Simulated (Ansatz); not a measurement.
Born–Oppenheimer molecular dynamics of a periodic cell of 18 atoms, TiO₂ (start crystal TiO2, start structure P1, volume 1 times the crystal's). It goes on from the last frame of an earlier run, with new velocities.

All numbers below come from DFT PBE, scalar-relativistic, plane waves, PAW (Ansatz 0.2.0). Settings: PAW set soft_1, cutoff 420 eV, k mesh 2x2x2, fermi-dirac smearing 0.36 eV, no spin polarisation.

| Item | Value |
| --- | --- |
| ensemble | NVT, Langevin thermostat |
| time step | 0.75 fs |
| steps asked | 160 |
| set temperature | 3360 K |
| friction | 0.02 /fs |
| temperature schedule | 120 steps to 300 K, then 40 steps to 300 K |
| seed | 180974 |

Frames 7.5 fs apart, positions in Å, forces in eV/Å.

Velocities at 7.5 fs (Å/ps):

```
Ti 3.27 -5.98 10.06
Ti -1.69 6.74 -0.21
Ti 4.81 5.45 -9.45
O 15.46 7.26 -24.02
O -26.15 10.94 -8.70
O -9.41 2.12 12.46
O -5.71 16.22 -13.10
O -17.68 4.80 3.29
O 19.38 -8.26 -7.79
Ti 3.26 2.30 -11.93
Ti -3.98 -5.00 17.60
Ti -7.93 -14.79 7.53
O 25.00 3.50 -5.42
O 8.24 25.14 -3.09
O 6.71 -9.65 11.25
O -12.54 3.47 -8.98
O -15.71 21.65 1.41
O -15.68 -4.14 8.00
```

```xyz
18
Lattice="-2.9685 -4.7076 0.0000 2.9681 -4.7076 0.0000 1.4836 0.2424 7.0835" Properties=species:S:1:pos:R:3:forces:R:3 time_fs=7.5 energy_less_start_eV=-1.166 T=3491
Ti 0.416 -6.856 4.925 -2.02 -1.59 -0.09
Ti 1.601 -2.365 2.014 -1.29 1.38 1.59
Ti -0.297 -4.522 0.107 -0.02 1.04 -5.58
O 0.183 -5.441 6.089 -0.31 0.63 1.38
O 1.919 -1.430 3.557 -2.19 -0.72 1.70
O 0.665 -5.634 0.920 0.98 -2.42 2.54
O 1.522 -2.901 5.791 -0.31 -0.50 -0.96
O 0.216 -8.151 3.191 -1.50 0.83 -0.96
O 1.957 -3.283 0.682 -0.44 -3.60 -2.52
Ti 0.234 -2.474 4.457 0.48 1.65 3.37
Ti 1.534 -7.336 2.106 -1.67 3.14 2.78
Ti -3.386 -5.050 -0.205 1.80 0.77 0.70
O 3.126 -5.244 5.529 -1.38 -2.09 -0.71
O 1.383 -6.055 3.722 3.00 0.08 -0.15
O 0.052 -1.539 1.238 1.02 -0.73 0.94
O 1.682 -8.145 5.728 0.79 3.45 -2.80
O -0.369 -3.643 3.139 4.20 0.79 0.12
O -1.663 -3.744 0.845 -1.13 -2.11 -1.34
18
Lattice="-2.9685 -4.7076 0.0000 2.9681 -4.7076 0.0000 1.4836 0.2424 7.0835" Properties=species:S:1:pos:R:3:forces:R:3 time_fs=15 energy_less_start_eV=-0.827 T=3042
Ti 0.434 -6.890 4.969 -1.31 -2.03 -2.19
Ti 1.567 -2.318 2.028 2.13 -1.06 -1.31
Ti -0.268 -4.484 0.017 -1.23 0.95 -2.18
O 0.324 -5.436 5.928 -0.72 2.79 3.33
O 1.703 -1.346 3.516 -1.10 -0.81 0.87
O 0.619 -5.638 1.003 -0.05 -0.74 0.75
O 1.504 -2.808 5.683 0.71 -1.46 0.79
O 0.108 -8.108 3.229 -0.89 1.29 -0.60
O 2.092 -3.399 0.605 -3.45 -1.03 0.31
Ti 0.249 -2.460 4.385 0.50 4.83 5.70
Ti 1.476 -7.345 2.245 -5.45 4.38 -2.49
Ti -3.384 -5.134 -0.159 1.81 1.77 0.76
O 3.253 -5.233 5.480 -1.75 -1.49 0.19
O 1.476 -5.883 3.770 1.18 -2.56 -0.30
O 0.108 -1.673 1.288 -1.14 0.32 -1.03
O 1.648 -8.086 5.625 1.55 2.20 -1.61
O -0.420 -3.461 3.155 6.01 -5.08 0.60
O -1.780 -3.799 0.892 3.21 -2.25 -1.59
18
Lattice="-2.9685 -4.7076 0.0000 2.9681 -4.7076 0.0000 1.4836 0.2424 7.0835" Properties=species:S:1:pos:R:3:forces:R:3 time_fs=22.5 energy_less_start_eV=-0.584 T=3008
Ti 0.428 -6.938 5.003 -1.73 -0.99 -2.06
Ti 1.536 -2.297 2.018 3.88 -0.79 -0.64
Ti -0.231 -4.465 -0.107 -0.55 0.39 0.75
O 0.441 -5.412 5.883 -1.32 2.69 3.35
O 1.550 -1.271 3.501 -0.32 -0.72 -0.87
O 0.593 -5.624 1.091 -0.88 -0.71 0.04
O 1.480 -2.735 5.603 2.45 -2.38 2.74
O -0.041 -7.995 3.248 -0.02 0.41 -0.29
O 2.098 -3.567 0.561 -4.49 0.83 0.48
Ti 0.268 -2.400 4.356 -0.40 6.89 6.15
Ti 1.362 -7.324 2.358 -2.09 2.22 -2.99
Ti -3.297 -5.162 -0.128 1.22 1.06 0.58
O 3.331 -5.258 5.498 -1.70 -0.20 0.92
O 1.536 -5.810 3.879 0.44 -3.57 -1.72
O 0.096 -1.816 1.299 -3.02 0.86 -2.32
O 1.702 -7.977 5.498 1.78 0.41 0.32
O -0.375 -3.434 3.254 2.05 -5.23 -3.72
O -1.847 -3.888 0.911 4.69 -1.16 -0.73
18
Lattice="-2.9685 -4.7076 0.0000 2.9681 -4.7076 0.0000 1.4836 0.2424 7.0835" Properties=species:S:1:pos:R:3:forces:R:3 time_fs=30 energy_less_start_eV=-2.297 T=3220
Ti 0.391 -7.000 5.000 -0.38 1.49 0.08
Ti 1.559 -2.281 1.975 -0.28 1.45 -2.42
Ti -0.147 -4.447 -0.207 -0.15 0.87 3.73
O 0.512 -5.396 5.979 -2.42 -0.94 0.07
O 1.386 -1.220 3.458 0.34 0.30 -1.45
O 0.494 -5.618 1.139 -0.76 -2.25 0.86
O 1.520 -2.748 5.627 2.26 -1.49 1.33
O -0.249 -7.802 3.230 0.63 -2.13 1.15
O 1.924 -3.678 0.552 -2.42 0.88 0.00
Ti 0.272 -2.309 4.377 -1.87 2.78 2.01
Ti 1.234 -7.346 2.426 4.46 1.00 -3.47
Ti -3.224 -5.158 -0.114 1.96 0.70 2.15
O 3.391 -5.335 5.552 -2.01 0.79 0.57
O 1.562 -5.842 3.887 -0.47 -3.52 -1.61
O -0.026 -1.927 1.293 -1.18 0.79 -1.57
O 1.791 -7.884 5.437 -0.16 -0.54 1.52
O -0.271 -3.561 3.273 0.32 -0.12 -2.58
O -1.758 -4.013 0.904 2.13 -0.04 -0.37
18
Lattice="-2.9685 -4.7076 0.0000 2.9681 -4.7076 0.0000 1.4836 0.2424 7.0835" Properties=species:S:1:pos:R:3:forces:R:3 time_fs=37.5 energy_less_start_eV=-2.547 T=3166
Ti 0.391 -7.050 4.998 0.04 2.65 1.33
Ti 1.619 -2.234 1.924 -2.94 2.81 -3.82
Ti -0.067 -4.431 -0.234 -0.76 -0.37 4.34
O 0.478 -5.386 6.033 -2.21 -2.56 -1.55
O 1.209 -1.182 3.398 0.94 1.70 -1.62
O 0.325 -5.665 1.241 -0.64 -4.09 1.40
O 1.595 -2.833 5.662 1.20 0.38 -1.14
O -0.401 -7.681 3.227 1.56 -3.39 2.42
O 1.712 -3.764 0.541 0.34 0.37 0.20
Ti 0.257 -2.225 4.384 -1.55 -1.02 0.26
Ti 1.159 -7.367 2.463 7.27 0.70 -4.04
Ti -3.148 -5.132 -0.041 1.89 0.44 1.71
O 3.411 -5.399 5.648 -1.62 0.92 0.87
O 1.579 -5.922 3.708 -0.92 -3.05 0.31
O -0.111 -1.990 1.294 0.01 1.66 -1.58
O 1.854 -7.831 5.489 -1.15 -0.66 1.14
O -0.152 -3.690 3.180 -0.50 2.87 0.11
O -1.581 -4.115 0.915 -0.97 0.65 -0.34
18
Lattice="-2.9685 -4.7076 0.0000 2.9681 -4.7076 0.0000 1.4836 0.2424 7.0835" Properties=species:S:1:pos:R:3:forces:R:3 time_fs=45 energy_less_start_eV=-3.274 T=3602
Ti 0.402 -7.066 5.025 0.51 2.07 1.20
Ti 1.659 -2.125 1.874 -3.73 1.00 -0.54
Ti -0.005 -4.440 -0.201 -1.82 -1.45 1.85
O 0.369 -5.456 6.057 -0.82 -1.31 -0.74
O 0.991 -1.049 3.362 1.88 1.83 -2.02
O 0.150 -5.857 1.420 0.22 -2.96 -0.14
O 1.723 -2.914 5.652 -1.20 0.48 -1.14
O -0.532 -7.677 3.320 2.27 -1.38 -0.33
O 1.574 -3.802 0.511 2.44 0.45 1.81
Ti 0.226 -2.166 4.367 0.08 -2.53 0.48
Ti 1.155 -7.391 2.469 4.58 -1.65 -3.44
Ti -3.063 -5.098 0.035 1.20 0.06 0.72
O 3.403 -5.401 5.796 -1.56 0.03 0.13
O 1.554 -6.051 3.507 -0.47 -0.53 3.31
O -0.227 -1.971 1.320 1.16 2.38 -2.36
O 1.926 -7.794 5.586 -1.64 -0.13 0.41
O -0.072 -3.699 3.122 -1.11 2.98 1.10
O -1.438 -4.169 0.927 -1.99 0.64 -0.30
18
Lattice="-2.9685 -4.7076 0.0000 2.9681 -4.7076 0.0000 1.4836 0.2424 7.0835" Properties=species:S:1:pos:R:3:forces:R:3 time_fs=52.5 energy_less_start_eV=-2.409 T=2858
Ti 0.428 -7.069 5.067 -0.09 1.35 -0.17
Ti 1.615 -2.034 1.821 -9.55 -3.98 4.08
Ti 0.051 -4.444 -0.152 -1.45 -2.10 -1.51
O 0.214 -5.551 6.059 0.04 0.70 0.95
O 0.853 -0.851 3.263 1.39 -0.59 -0.25
O 0.061 -6.156 1.565 7.28 3.47 -3.92
O 1.805 -3.010 5.613 -2.99 -0.19 0.03
O -0.576 -7.695 3.402 1.72 0.05 -2.09
O 1.513 -3.818 0.532 3.46 1.10 3.14
Ti 0.199 -2.137 4.323 1.84 -1.01 0.05
Ti 1.188 -7.436 2.453 2.38 -4.52 -2.38
Ti -2.960 -5.057 0.112 -1.32 -1.07 -1.42
O 3.344 -5.411 5.930 -0.69 0.13 0.15
O 1.522 -6.156 3.464 0.00 1.97 5.14
O -0.316 -1.885 1.327 0.98 2.45 -3.10
O 1.944 -7.722 5.699 -0.41 -0.28 -0.04
O -0.093 -3.628 3.117 -0.78 2.38 1.25
O -1.367 -4.208 0.947 -1.82 0.14 0.09
18
Lattice="-2.9685 -4.7076 0.0000 2.9681 -4.7076 0.0000 1.4836 0.2424 7.0835" Properties=species:S:1:pos:R:3:forces:R:3 time_fs=60 energy_less_start_eV=-3.180 T=2795
Ti 0.426 -7.057 5.101 0.13 0.72 -1.01
Ti 1.469 -2.031 1.823 -0.13 -1.50 3.35
Ti 0.092 -4.471 -0.104 1.09 -3.30 -2.55
O 0.090 -5.580 6.079 0.07 1.29 1.52
O 0.764 -0.658 3.144 1.44 -2.32 0.53
O 0.166 -6.329 1.610 -0.46 2.52 -4.04
O 1.835 -3.131 5.627 -3.01 0.39 -0.54
O -0.552 -7.669 3.400 0.31 0.11 -1.36
O 1.508 -3.787 0.621 2.68 1.12 2.84
Ti 0.213 -2.107 4.282 0.99 1.97 2.30
Ti 1.265 -7.513 2.406 -0.75 -2.26 -0.35
Ti -2.853 -5.041 0.163 -3.86 -0.21 -3.83
O 3.253 -5.444 5.996 0.15 0.77 0.33
O 1.472 -6.196 3.562 0.28 0.95 3.74
O -0.384 -1.699 1.279 1.19 0.11 -1.51
O 1.931 -7.662 5.784 0.14 -0.67 -0.45
O -0.132 -3.463 3.178 1.35 -0.35 -0.32
O -1.326 -4.225 0.932 -1.61 0.67 1.35
18
Lattice="-2.9685 -4.7076 0.0000 2.9681 -4.7076 0.0000 1.4836 0.2424 7.0835" Properties=species:S:1:pos:R:3:forces:R:3 time_fs=67.5 energy_less_start_eV=-3.163 T=2219
Ti 0.417 -7.059 5.127 0.22 0.10 -0.27
Ti 1.324 -2.050 1.846 4.70 -1.09 1.84
Ti 0.158 -4.538 -0.055 2.29 -2.85 -1.10
O -0.045 -5.564 6.112 0.98 0.26 0.77
O 0.732 -0.592 3.048 1.50 -2.09 1.56
O 0.245 -6.380 1.533 -2.45 1.28 -2.02
O 1.750 -3.221 5.678 -1.52 1.15 -0.97
O -0.543 -7.660 3.384 0.27 0.35 -0.34
O 1.589 -3.733 0.780 -0.18 0.06 0.54
Ti 0.262 -2.045 4.270 -0.01 3.66 4.83
Ti 1.325 -7.619 2.361 -4.37 1.15 0.29
Ti -2.805 -5.024 0.160 -3.88 1.98 -5.07
O 3.167 -5.470 6.053 -0.06 1.35 0.00
O 1.438 -6.218 3.766 0.38 0.13 0.69
O -0.402 -1.538 1.235 0.26 -2.78 0.71
O 1.945 -7.622 5.841 -0.73 -0.95 -0.72
O -0.110 -3.340 3.201 2.25 -2.32 -1.68
O -1.356 -4.165 0.925 0.36 0.62 0.92
18
Lattice="-2.9685 -4.7076 0.0000 2.9681 -4.7076 0.0000 1.4836 0.2424 7.0835" Properties=species:S:1:pos:R:3:forces:R:3 time_fs=75 energy_less_start_eV=-3.717 T=2068
Ti 0.399 -7.078 5.142 -0.20 -0.37 0.45
Ti 1.241 -2.075 1.881 4.92 -1.52 0.86
Ti 0.249 -4.624 -0.025 1.38 -1.24 -0.14
O -0.158 -5.535 6.139 2.29 -1.03 -0.58
O 0.784 -0.631 2.996 0.94 -0.83 3.06
O 0.223 -6.372 1.434 -1.65 0.85 -0.80
O 1.635 -3.252 5.701 -0.66 1.13 -0.43
O -0.531 -7.625 3.359 1.07 0.08 0.58
O 1.648 -3.679 0.901 -1.33 -1.42 -1.37
Ti 0.309 -1.951 4.334 -1.45 0.99 3.14
Ti 1.306 -7.696 2.319 -3.47 3.20 2.18
Ti -2.809 -4.999 0.098 -3.22 2.84 -2.86
O 3.096 -5.418 6.103 -0.13 1.27 -0.42
O 1.420 -6.213 3.954 1.19 0.71 -1.37
O -0.387 -1.520 1.214 -0.25 -2.34 0.50
O 1.948 -7.607 5.855 -1.14 -1.37 -0.28
O -0.005 -3.320 3.173 0.52 0.33 -0.93
O -1.395 -4.084 0.983 1.20 -1.28 -1.59
18
Lattice="-2.9685 -4.7076 0.0000 2.9681 -4.7076 0.0000 1.4836 0.2424 7.0835" Properties=species:S:1:pos:R:3:forces:R:3 time_fs=82.5 energy_less_start_eV=-4.429 T=1834
Ti 0.384 -7.116 5.157 -1.91 -0.02 0.41
Ti 1.246 -2.101 1.918 2.67 -0.92 0.11
Ti 0.361 -4.706 0.013 -2.45 0.96 1.24
O -0.166 -5.531 6.109 1.24 -0.81 -0.35
O 0.860 -0.705 3.046 0.30 0.42 3.39
O 0.115 -6.334 1.374 -0.45 0.73 -0.59
O 1.532 -3.270 5.710 0.03 1.20 -0.06
O -0.465 -7.597 3.366 1.42 -0.59 0.62
O 1.658 -3.661 0.946 -0.78 -2.56 -2.21
Ti 0.341 -1.857 4.440 -2.18 -1.42 0.90
Ti 1.266 -7.731 2.324 -1.33 3.70 2.23
Ti -2.853 -4.947 0.007 0.23 1.56 -0.30
O 3.046 -5.307 6.119 1.10 -0.57 -2.10
O 1.425 -6.196 4.076 2.11 1.31 -2.42
O -0.381 -1.569 1.167 0.43 -0.66 -0.02
O 1.903 -7.604 5.850 0.04 -2.19 0.89
O 0.089 -3.317 3.087 -0.75 1.74 0.51
O -1.398 -4.073 1.017 0.29 -1.89 -2.25
18
Lattice="-2.9685 -4.7076 0.0000 2.9681 -4.7076 0.0000 1.4836 0.2424 7.0835" Properties=species:S:1:pos:R:3:forces:R:3 time_fs=90 energy_less_start_eV=-5.180 T=1619
Ti 0.344 -7.175 5.163 -1.72 1.44 -0.08
Ti 1.283 -2.127 1.950 -0.63 0.12 -0.32
Ti 0.416 -4.768 0.077 -5.95 1.52 1.68
O -0.109 -5.551 6.037 -0.44 -0.33 0.30
O 0.918 -0.778 3.186 0.75 1.01 1.63
O -0.002 -6.304 1.318 1.16 0.05 -0.34
O 1.465 -3.244 5.716 0.80 1.23 -0.11
O -0.364 -7.615 3.375 0.84 -1.02 0.15
O 1.628 -3.739 0.922 0.38 -1.30 -1.03
Ti 0.351 -1.802 4.533 -2.74 -2.47 0.46
Ti 1.212 -7.729 2.359 1.67 2.45 -0.26
Ti -2.882 -4.880 -0.079 3.74 -0.06 0.51
O 3.028 -5.230 6.089 1.66 -1.63 -3.26
O 1.481 -6.139 4.110 1.20 0.06 -1.69
O -0.371 -1.631 1.128 1.03 0.17 0.04
O 1.868 -7.658 5.835 0.20 -2.19 1.20
O 0.117 -3.287 3.029 -1.16 1.09 1.03
O -1.400 -4.156 0.973 -0.80 -0.12 0.09
```

Of the whole run (120 fs, mean temperature of the second half 1714 K): The schedule's set-point averaged 558 K over the second half and the system 1714 K, so it lags behind the ramp. A run of 0.12 ps of so small a system gives no equilibrium averages. Limits of this set-up: coarse k mesh.

Run time: 19 min on 1 thread of Arm Neoverse V2 (shared host), peak memory 0.68 GiB.
